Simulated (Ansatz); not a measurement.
C (R-3m), one atom moved over a plane

Method: Ansatz 0.2.0, DFT LDA, scalar-relativistic, plane waves, PAW. Cutoff 420 eV, Γ-centred 12×12×12 k-points, Gaussian smearing of 0.05 eV. No spin polarisation. Energies are free energies at this smearing, counted from the undisturbed cell; pressure is positive in compression.

The starting cell (as given, not relaxed at this level; it stands at -4.1 GPa):

```
CELL_PARAMETERS angstrom
1.22803 0.70900 3.34701
-1.22803 0.70900 3.34701
0.00000 -1.41800 3.34701
ATOMIC_POSITIONS crystal
C 0.16400 0.16400 0.16400
C 0.83600 0.83600 0.83600
```

The cell holds layers and no dispersion correction was added, so their binding is poorly described.

Atom 1 (C) is moved by p along (0.707, 0.707, 0.000) and q along (0.000, 0.000, 1.000) (Å), all else fixed. Points are written (p, q).

p was sampled at -0.300, -0.150, 0.000, 0.150, 0.300 and q at -0.300, -0.150, 0.000, 0.150, 0.300.

Q: Where on the computed points is the energy highest, and how high?

A: At (0.300, -0.300): 3.19 eV/cell.

Q: Away from (0, 0), which computed point is lowest?

A: (0.000, 0.150): 0.06 eV/cell.

The map, in eV/cell:

```csv
p \ q,-0.300,-0.150,0.000,0.150,0.300
-0.300,2.42,2.04,1.88,1.91,2.13
-0.150,1.47,0.85,0.56,0.61,1.00
0.000,1.04,0.33,0.00,0.06,0.51
0.150,1.55,0.94,0.67,0.72,1.10
0.300,3.19,3.00,2.93,2.95,3.05
```